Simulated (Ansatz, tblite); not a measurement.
# MgO with GFN2-xTB from a Python script

These are simulated results from tblite 0.8.0, not measurements. The cell was built from a prototype and was relaxed with r2SCAN in plane waves (Ansatz 0.2.0). Not every such cell is a known phase. All runs are without spin polarisation.

The symmetry is F-43m (No. 216, cubic); a = 4.564 Å in the conventional setting, 11.88 Å³ an atom. Mg has 4 O at 1.98 Å; O has 4 Mg at 1.98 Å.

tblite solves periodic systems at the zone centre alone, so the script builds a cluster of 2×2×2 conventional cells (64 atoms), which folds in a coarse mesh of k points.

Input script:

```python
import json
from ase import Atoms
from ase.build import make_supercell
from ase.units import Bohr, GPa, Hartree
from tblite.interface import Calculator

atoms = Atoms(['Mg', 'O'],
              cell=[[0.0, 2.282006, 2.282006], [2.282006, 0.0, 2.282006], [2.282006, 2.282006, 0.0]],
              scaled_positions=[[0.0, 0.0, 0.0], [0.25, 0.25, 0.25]],
              pbc=True)
cluster = make_supercell(atoms, [[-2, 2, 2], [-2, -2, 2], [2, -2, 2]])
calc = Calculator('GFN2-xTB', cluster.numbers, cluster.positions / Bohr, lattice=cluster.cell[:] / Bohr, periodic=cluster.pbc)
calc.set('temperature', 0.02 / Hartree)
calc.set('max-iter', 150)
res = calc.singlepoint()
levels = res.get('orbital-energies') * Hartree
nv = round(res.get('orbital-occupations').sum() / 2)
cells = len(cluster) // len(atoms)
out = {'energy_per_cell': res.get('energy') * Hartree / cells, 'homo': levels[nv - 1], 'lumo': levels[nv],
       'stress': (-res.get('virial') * Hartree / cluster.get_volume() / GPa).tolist(), 'charges': res.get('charges')[:len(atoms)].tolist(), 'electrons': 2 * nv / cells}
json.dump(out, open('results.json', 'w'))
for key, value in out.items():
    print(key, value)
```

Command: `python run.py`. It took 7.1 s on 1 thread of Arm Neoverse V2 (shared host), peak memory 0.12 GiB.

What it printed:

```
------------------------------------------------------------
  cycle        total energy    energy error   density error
------------------------------------------------------------
      1     -134.7863848760  -1.3498123E+02   5.1657502E-01
      2     -150.7028572849  -1.5916472E+01   1.9302125E-01
      3     -151.3177354373  -6.1487815E-01   1.0626912E-01
      4     -149.7294797585   1.5882557E+00   1.5051888E-01
      5     -149.0817634011   6.4771636E-01   1.6754779E-01
      6     -152.2829528752  -3.2011895E+00   6.5108250E-03
      7     -152.2677536584   1.5199217E-02   1.1562665E-02
      8     -152.2787015506  -1.0947892E-02   1.0168206E-02
      9     -152.2633173725   1.5384178E-02   1.4411931E-02
     10     -152.2487719159   1.4545457E-02   1.6740776E-02
     11     -152.2604884901  -1.1716574E-02   1.3771343E-02
     12     -152.2734720130  -1.2983523E-02   9.2890737E-03
     13     -152.2839887315  -1.0516718E-02   5.2459607E-04
     14     -152.2839418580   4.6873536E-05   7.6963344E-04
     15     -152.2839811971  -3.9339112E-05   5.3117532E-04
     16     -152.2840109826  -2.9785565E-05   2.0007603E-04
     17     -152.2840111350  -1.5238177E-07   1.9593854E-04
     18     -152.2840129556  -1.8205436E-06   1.5513368E-04
     19     -152.2840153675  -2.4118901E-06   6.7266405E-05
     20     -152.2840156712  -3.0370526E-07   4.5457111E-05
     21     -152.2840159230  -2.5184227E-07   9.5669826E-06
------------------------------------------------------------

 total:                                   6.589 sec
energy_per_cell -129.49559820693187
homo -15.278770652999386
lumo -14.385239942708537
stress [[-31.597982373822067, 2.8407583235471428e-05, -2.850809700447769e-05], [2.8407583236083497e-05, -31.597982373821495, -2.8449521553065806e-05], [-2.850809700411123e-05, -2.844952155299215e-05, -31.59798237382214]]
charges [0.2556779203849471, -0.25567560520772137]
electrons 8.0
```

The cycle table is in hartree for the whole cluster, and the lines after it are in eV (the energy for one cell). The printed stress is in GPa and positive in compression, and the pressure is its mean diagonal.

GFN2-xTB gives a gap of 0.89 eV. On the same cell, plane-wave PBE (Ansatz, 10×10×10 k points and the special points) gives a gap of 3.66 eV and r2SCAN a gap of 4.34 eV; on shared hosts these took about 1.6 and 3 core-seconds on the 2-atom cell, against 7.1 for the script. Semilocal gaps usually lie below measured ones. xTB was fitted to molecules, so gaps, charges and pressures of solids can be far off, and the gap also depends on the size of the cluster.

The same script was run on cells scaled at fixed shape and fractional coordinates:

| volume (Å³/atom) | energy (meV/atom) | pressure (GPa, positive in compression) | gap (eV) |
| --- | --- | --- | --- |
| 10.46 | -286.1 | -31.98 | 1.42 |
| 11.17 | -142.5 | -32.33 | 1.13 |
| 11.88 | 0.0 | -31.60 | 0.89 |
| 12.60 | 137.9 | -30.35 | 0.70 |
| 13.31 | 269.8 | -28.88 | 0.54 |

The minimum lies beyond the smallest of these volumes.

xTB was fitted mostly to molecules, and a small cluster samples few k points, so gaps, pressures and kinks along a curve can be far from a solid's.
